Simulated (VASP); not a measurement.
# Si2W (Fm-3m) in VASP: notebook

The runs below take Si2W through single point, with PBE.

Everything below comes from runs of VASP 6.6.1. Logs are shortened: lines on timing, memory, paths and dates and some standing lists are left out, and cuts for length are marked.

**1. The structure**

It takes space group Fm-3m (No. 225, cubic). The conventional cell has a = 5.898 Å, b = 5.898 Å, c = 5.898 Å, α = 90.00°, β = 90.00°, γ = 90.00°. W (site symmetry m-3m) has 8 Si at 2.55 Å as nearest neighbours. Si (site symmetry -43m) has 4 W at 2.55 Å as nearest neighbours.

Measurements of this composition are mostly on another form, of space group No. 139.

**2. Single point, PBE**

INCAR

```
SYSTEM = Si2W
  PREC = Accurate
  ENCUT = 520
  EDIFF = 1E-6
  ISMEAR = -1
  SIGMA = 0.08
  LREAL = .FALSE.
  LASPH = .TRUE.
  NELM = 100
  ALGO = Normal
  ISIF = 2
  LWAVE = .FALSE.
  LCHARG = .FALSE.
  GGA = PE
  NBANDS = 18
```

KPOINTS

```
regular mesh
0
G
  9 9 9
  0 0 0
```

POSCAR

```
Si2W
1.0
    0.0000000000      2.9492306498      2.9492306498
    2.9492306498      0.0000000000      2.9492306498
    2.9492306498      2.9492306498      0.0000000000
W Si
1 2
Direct
    0.0000000000      0.0000000000      0.0000000000
    0.2500000000      0.2500000000      0.2500000000
    0.7500000000      0.7500000000      0.7500000000
```

Potentials or basis: VASP PAW PBE potentials, release 64 (W_sv, Si).

The run is started by

```sh
$ cat potpaw_PBE.64/W_sv/POTCAR potpaw_PBE.64/Si/POTCAR > POTCAR
$ mpirun -np 1 vasp_std > vasp.out
```

OUTCAR:

```text
SYSTEM = Si2W
   PREC = Accurate
   ENCUT = 520
   EDIFF = 1E-6
   ISMEAR = -1
   LREAL = .FALSE.
   LASPH = .TRUE.
   NELM = 100
   ISIF = 2
   GGA = PE

 ion  position               nearest neighbor table
   1  0.000  0.000  0.000-   3 2.55   3 2.55   3 2.55   2 2.55   2 2.55   2 2.55   3 2.55   2 2.55

   2  0.250  0.250  0.250-   1 2.55   1 2.55   1 2.55   1 2.55   3 2.95   3 2.95   3 2.95   3 2.95
                             3 2.95   3 2.95
   3  0.750  0.750  0.750-   1 2.55   1 2.55   1 2.55   1 2.55   2 2.95   2 2.95   2 2.95   2 2.95
                             2 2.95   2 2.95

  LATTYP: Found a face centered cubic cell.
 ALAT       =     5.8984612996

  Lattice vectors:

 A1 = (   0.0000000000,   2.9492306498,   2.9492306498)
 A2 = (   2.9492306498,   0.0000000000,   2.9492306498)
 A3 = (   2.9492306498,   2.9492306498,   0.0000000000)

Analysis of symmetry for initial positions (statically):
=====================================================================
 Subroutine PRICEL returns:
 Original cell was already a primitive cell.

 Routine SETGRP: Setting up the symmetry group for a
 face centered cubic supercell.

 Subroutine GETGRP returns: Found 48 space group operations
 (whereof 48 operations were pure point group operations)
 out of a pool of 48 trial point group operations.

The static configuration has the point symmetry O_h .

Analysis of symmetry for dynamics (positions and initial velocities):
=====================================================================
 Subroutine PRICEL returns:
 Original cell was already a primitive cell.

 Routine SETGRP: Setting up the symmetry group for a
 face centered cubic supercell.

 Subroutine GETGRP returns: Found 48 space group operations
 (whereof 48 operations were pure point group operations)
 out of a pool of 48 trial point group operations.

The dynamic configuration has the point symmetry O_h .

 Subroutine INISYM returns: Found 48 space group operations
 (whereof 48 operations are pure point group operations),
 and found     1 'primitive' translations

----------------------------------------------------------------------------------------

                                     Primitive cell

  volume of cell :      51.3046

  direct lattice vectors                    reciprocal lattice vectors
     0.000000000  2.949230650  2.949230650    -0.169535740  0.169535740  0.169535740
     2.949230650  0.000000000  2.949230650     0.169535740 -0.169535740  0.169535740
     2.949230650  2.949230650  0.000000000     0.169535740  0.169535740 -0.169535740

  length of vectors
     4.170841984  4.170841984  4.170841984     0.293644515  0.293644515  0.293644515

  position of ions in fractional coordinates (direct lattice)
     0.000000000  0.000000000  0.000000000
     0.250000000  0.250000000  0.250000000
     0.750000000  0.750000000  0.750000000

  ion indices of the primitive-cell ions
   primitive index   ion index
                 1           1
                 2           2
                 3           3

----------------------------------------------------------------------------------------

 KPOINTS: regular mesh

Automatic generation of k-mesh.
 Grid dimensions read from file:
 generate k-points for:    9    9    9

 Generating k-lattice:

  Cartesian coordinates                     Fractional coordinates (reciprocal lattice)
    -0.018837304  0.018837304  0.018837304     0.111111111  0.000000000  0.000000000
     0.018837304 -0.018837304  0.018837304     0.000000000  0.111111111  0.000000000
     0.018837304  0.018837304 -0.018837304     0.000000000  0.000000000  0.111111111

  Length of vectors
     0.032627168  0.032627168  0.032627168

  Shift w.r.t. Gamma in fractional coordinates (k-lattice)
     0.000000000  0.000000000  0.000000000

 Subroutine IBZKPT returns following result:
 ===========================================

 Found     35 irreducible k-points:

 Following reciprocal coordinates:
            Coordinates               Weight
  0.000000  0.000000  0.000000      1.000000
  0.111111  0.000000  0.000000      8.000000
  0.222222  0.000000  0.000000      8.000000
  0.333333  0.000000  0.000000      8.000000
  0.444444  0.000000  0.000000      8.000000
  0.111111  0.111111  0.000000      6.000000
[... 16 lines left out ...]
 -0.333333  0.333333  0.000000     12.000000
  0.444444  0.444444  0.000000      6.000000
 [... further k-points ...]
   k-points           NKPTS =     35   k-points in BZ     NKDIM =     35   number of bands    NBANDS=     18
   number of dos      NEDOS =    301   number of ions     NIONS =      3
   total plane-waves  NPLWV =  32768
   dimension x,y,z NGX =    32 NGY =   32 NGZ =   32
   dimension x,y,z NGXF=    64 NGYF=   64 NGZF=   64
   ions per type =               1   2
   NGX,Y,Z   is equivalent  to a cutoff of  12.75, 12.75, 12.75 a.u.
   NGXF,Y,Z  is equivalent  to a cutoff of  25.51, 25.51, 25.51 a.u.
 SYSTEM =  Si2W
   PREC   = accura    normal or accurate (medium, high low for compatibility)
   ISTART =      0    job   : 0-new  1-cont  2-samecut
   ICHARG =      2    charge: 1-file 2-atom 10-const
   ISPIN  =      1    spin polarized calculation?
   LNONCOLLINEAR =      F non collinear calculations
   LSORBIT =      F    spin-orbit coupling
   LASPH  =      T    aspherical Exc in radial PAW
   ENCUT  =  520.0 eV  38.22 Ry    6.18 a.u.   7.76  7.76  7.76*2*pi/ulx,y,z
   NELM   =    100;   NELMIN=  2; NELMDL= -5     # of ELM steps
   EDIFF  = 0.1E-05   stopping-criterion for ELM
   LREAL  =      F    real-space projection
   EDIFFG = 0.1E-04   stopping-criterion for IOM
   NSW    =      0    number of steps for IOM
   IBRION =     -1    ionic relax: 0-MD 1-quasi-New 2-CG
   NFREE  =      0    steps in history (QN), initial steepest desc. (CG)
   ISIF   =      2    stress and relaxation
   ISYM   =      2    0-nonsym 1-usesym 2-fastsym
   POTIM  = 0.5000    time-step for ionic-motion
   TEBEG  =    0.0;   TEEND  =   0.0 temperature during run
   PSTRESS=    0.0 pullay stress
   NELECT =      22.0000    total number of electrons
   NUPDOWN=      -1.0000    fix difference up-down
   EMIN   =  10.00;   EMAX   =-10.00  energy-range for DOS
   EFERMI =   0.00;   METHOD = LEGACY
   ISMEAR =    -1;   SIGMA  =   0.08  broadening in eV -4-tet -1-fermi 0-gaus
   EFERMI_NEDOS =   21; number of points for ismear=-14 and -15
   IALGO  =     38    algorithm
   IMIX   =      4    mixing-type and parameters
     AMIX     =   0.40;   BMIX     =  1.00
     AMIX_MAG =   1.60;   BMIX_MAG =  1.00
  volume/ion in A,a.u.               =      17.10       115.41
  Fermi-wavevector in a.u.,A,eV,Ry     =   1.234517  2.332898 20.735709  1.524032
  Thomas-Fermi vector in A             =   2.369204
   LORBIT       =      0    0 simple, 1 ext, 2 COOP (PROOUT), +10 PAW based schemes
   GGA     = PE    functional components
   LHFCALC =     F    Hartree Fock is set to
   AEXX    =    0.0000 exact exchange contribution
   IVDW    =     0    specifies the selected vdW correction
   LEPSILON=     F    determine dielectric tensor
   LRPA    =     F    only Hartree local field effects (RPA)
 non-spin polarized calculation
  energy-cutoff  :      520.00
  volume of cell :       51.30
 maximum number of plane-waves:      1411
   NGX = 15   NGY = 15   NGZ = 15

 number of electron      22.0000003 magnetization

 Free energy of the ion-electron system (eV)
  ---------------------------------------------------
  ext. energy  EPLUGINS =         0.00000000
  ---------------------------------------------------
  free energy    TOTEN  =       -22.26440030 eV

  energy without entropy =      -22.21243232  energy(sigma->0) =      -22.23841631

 E-fermi :   8.3737     XC(G=0): -11.1626

 val. band max:        8.3635379651   @ k =  -0.3333   0.2222   0.0000
 cond. band min:       8.3809490508   @ k =   0.4444   0.1111   0.0000
 fundamental gap:      0.0174110857
 Fermi energy:         8.3736728359

 k-point     1 :       0.0000    0.0000    0.0000
  band No.  band energies     occupation
      1     -65.0148      2.00000
      2     -29.3286      2.00000
      3     -29.3286      2.00000
      4     -29.3286      2.00000
      5      -3.4883      2.00000
      6       3.9705      2.00000
[... 10 lines left out ...]
     17      12.7352      0.00000
     18      15.5159      0.00000

 k-point     2 :       0.1111    0.0000    0.0000
  band No.  band energies     occupation
      1     -65.0147      2.00000
      2     -29.3316      2.00000
      3     -29.3291      2.00000
      4     -29.3291      2.00000
      5      -3.3162      2.00000
      6       3.2938      2.00000
[... 10 lines left out ...]
     17      12.8067      0.00000
     18      15.7489      0.00000

 k-point     3 :       0.2222    0.0000    0.0000
  band No.  band energies     occupation
      1     -65.0146      2.00000
      2     -29.3393      2.00000
      3     -29.3303      2.00000
      4     -29.3303      2.00000
      5      -2.8185      2.00000
      6       2.2533      2.00000
[... 10 lines left out ...]
     17      13.6936      0.00000
     18      16.2755      0.00000

 k-point     4 :       0.3333    0.0000    0.0000
  band No.  band energies     occupation
      1     -65.0145      2.00000
      2     -29.3481      2.00000
      3     -29.3317      2.00000
      4     -29.3317      2.00000
      5      -2.0623      2.00000
      6       1.2718      2.00000
[... 10 lines left out ...]
     17      14.6408      0.00000
     18      17.0057      0.00000

 k-point     5 :       0.4444    0.0000    0.0000
  band No.  band energies     occupation
      1     -65.0144      2.00000
      2     -29.3538      2.00000
      3     -29.3326      2.00000
      4     -29.3326      2.00000
      5      -1.2446      2.00000
      6       0.4182      2.00000
[... 10 lines left out ...]
     17      15.1402      0.00000
     18      16.8798      0.00000

 k-point     6 :       0.1111    0.1111    0.0000
  band No.  band energies     occupation
      1     -65.0147      2.00000
      2     -29.3316      2.00000
      3     -29.3297      2.00000
      4     -29.3297      2.00000
      5      -3.2579      2.00000
      6       3.1966      2.00000
[... 10 lines left out ...]
     17      12.5848      0.00000
     18      15.5567      0.00000

 k-point     7 :       0.2222    0.1111    0.0000
  band No.  band energies     occupation
      1     -65.0146      2.00000
      2     -29.3374      2.00000
      3     -29.3311      2.00000
      4     -29.3308      2.00000
      5      -2.8656      2.00000
      6       2.4319      2.00000
[... 10 lines left out ...]
     17      13.6461      0.00000
     18      15.3594      0.00000

 k-point     8 :       0.3333    0.1111    0.0000
  band No.  band energies     occupation
      1     -65.0145      2.00000
      2     -29.3454      2.00000
      3     -29.3325      2.00000
      4     -29.3323      2.00000
      5      -2.1858      2.00000
      6       1.5508      2.00000
[... 10 lines left out ...]
     17      14.7557      0.00000
     18      15.2801      0.00000
[... 229 lines left out ...]
     17      14.7571      0.00000
     18      15.9161      0.00000

 k-point    20 :       0.3333    0.3333    0.0000
  band No.  band energies     occupation
      1     -65.0144      2.00000
      2     -29.3480      2.00000
      3     -29.3359      2.00000
      4     -29.3359      2.00000
      5      -1.5048      2.00000
      6       1.4385      2.00000
[... 10 lines left out ...]
     17      14.6936      0.00000
     18      15.6625      0.00000

 k-point    21 :       0.4444    0.3333    0.0000
  band No.  band energies     occupation
      1     -65.0143      2.00000
      2     -29.3511      2.00000
      3     -29.3382      2.00000
      4     -29.3369      2.00000
      5      -0.7863      2.00000
      6       1.1078      2.00000
[... 10 lines left out ...]
     17      15.2116      0.00000
     18      15.5930      0.00000

 k-point    22 :      -0.4444    0.3333    0.0000
  band No.  band energies     occupation
      1     -65.0143      2.00000
      2     -29.3508      2.00000
      3     -29.3421      2.00000
      4     -29.3367      2.00000
      5      -0.0264      2.00000
      6       0.6491      2.00000
[... 10 lines left out ...]
     17      14.7925      0.00000
     18      16.0845      0.00000

 k-point    23 :      -0.3333    0.3333    0.0000
  band No.  band energies     occupation
      1     -65.0143      2.00000
      2     -29.3468      2.00000
      3     -29.3463      2.00000
      4     -29.3354      2.00000
      5      -0.1288      2.00000
      6       0.5204      2.00000
[... 10 lines left out ...]
     17      15.0011      0.00000
     18      16.7257      0.00000

 k-point    24 :       0.4444    0.4444    0.0000
  band No.  band energies     occupation
      1     -65.0143      2.00000
      2     -29.3537      2.00000
      3     -29.3381      2.00000
      4     -29.3381      2.00000
      5      -0.2132      2.00000
      6       1.0616      2.00000
[... 10 lines left out ...]
     17      15.3861      0.00000
     18      16.0936      0.00000

 [... further k-points ...]

------------------------ aborting loop because EDIFF is reached ----------------------------------------

  FORCE on cell =-STRESS in cart. coord.  units (eV):
  Direction    XX          YY          ZZ          XY          YZ          ZX
  --------------------------------------------------------------------------------------
  -------------------------------------------------------------------------------------
  Total        0.0081400      0.0081400      0.0081400     -0.0000000      0.0000000      0.0000000
  in kB        0.2542019      0.2542019      0.2542019     -0.0000000      0.0000000      0.0000000
  external PRESSURE =       0.2542019 kB  Pullay stress =       0.0000000 kB

 VOLUME and BASIS-vectors are now :
 -----------------------------------------------------------------------------
  energy-cutoff  :      520.00
  volume of cell :       51.30
      direct lattice vectors                 reciprocal lattice vectors
     0.000000000  2.949230650  2.949230650    -0.169535740  0.169535740  0.169535740
     2.949230650  0.000000000  2.949230650     0.169535740 -0.169535740  0.169535740
     2.949230650  2.949230650  0.000000000     0.169535740  0.169535740 -0.169535740

 POSITION                                       TOTAL-FORCE (eV/Angst)
 -----------------------------------------------------------------------------------
      0.00000      0.00000      0.00000        -0.000000      0.000000     -0.000000
      1.47462      1.47462      1.47462        -0.000000     -0.000000     -0.000000
      4.42385      4.42385      4.42385         0.000000      0.000000      0.000000
 -----------------------------------------------------------------------------------
    total drift:                                0.000000     -0.000000      0.000000

  FREE ENERGIE OF THE ION-ELECTRON SYSTEM (eV)
  ---------------------------------------------------
  free  energy   TOTEN  =       -22.2644002989 eV

  energy  without entropy=      -22.2124323161  energy(sigma->0) =      -22.23841631
```

It took 10 s on 1 thread of Intel Xeon 6975P-C (Granite Rapids), shared host; peak memory 0.18 GiB.

What came out:

* Free energy: -22.2644 eV
* Pressure: 0.0 GPa
* Band gap on the k mesh: none (metal or under the smearing width)

Levels at points of the mesh, in eV from the Fermi level:
| k point | band 8 | band 9 | band 10 | band 11 | band 12 | band 13 | band 14 | band 15 |
| --- | --- | --- | --- | --- | --- | --- | --- | --- |
| (0.00, 0.00, 0.00) | -4.40 | -2.36 | -0.90 | -0.90 | 3.76 | 3.76 | 3.76 | 4.36 |

The run has no spin-orbit coupling, so splittings on W are missing.

**3. Single point, PBE (volume scaled by 0.62, level accurate)**

INCAR

```
SYSTEM = Si2W
PREC = Accurate
ENCUT = 520
EDIFF = 1E-6
ISMEAR = -1
SIGMA = 0.08
LREAL = .FALSE.
LASPH = .TRUE.
NELM = 100
ALGO = Fast
ISIF = 2
LWAVE = .FALSE.
LCHARG = .TRUE.
GGA = PE
LELF = .TRUE.
LVHAR = .TRUE.
NBANDS = 18
```

KPOINTS

```
Automatic mesh
0
G
  9 9 9
  0 0 0
```

POSCAR

```
Si2W
1.0
    0.0000000000      2.5148145737      2.5148145737
    2.5148145737      0.0000000000      2.5148145737
    2.5148145737      2.5148145737      0.0000000000
W Si
1 2
Direct
    0.0000000000      0.0000000000      0.0000000000
    0.2500000000      0.2500000000      0.2500000000
    0.7500000000      0.7500000000      0.7500000000
```

Potentials or basis: VASP PAW PBE potentials, release 64 (W_sv, Si).

The run is started by

```sh
$ cat potpaw_PBE.64/W_sv/POTCAR potpaw_PBE.64/Si/POTCAR > POTCAR
$ mpirun -np 1 vasp_std > vasp.out
```

It took 11 s on 1 thread of Intel Xeon 6975P-C (Granite Rapids), shared host; peak memory 0.16 GiB.

It converged, with:

```yaml
Free_energy: -15.3472 eV
Pressure: 169.9 GPa
Band_gap_on_the_k_mesh: none (metal or under the smearing width)
```

Levels at points of the mesh, in eV from the Fermi level:
```csv
k point,band 7,band 8,band 9,band 10,band 11,band 12,band 13,band 14,band 15,band 16
"(0.00, 0.00, 0.00)",-7.30,-7.30,-2.91,-2.91,0.54,3.46,3.46,3.46,7.75,7.75
```

Caveat: the cell as given lies far from equilibrium; so large a pressure means that the cell lies far from this level's equilibrium, or that cutoff or potentials fall short. Spin-orbit coupling is left out, which matters for the levels of W.
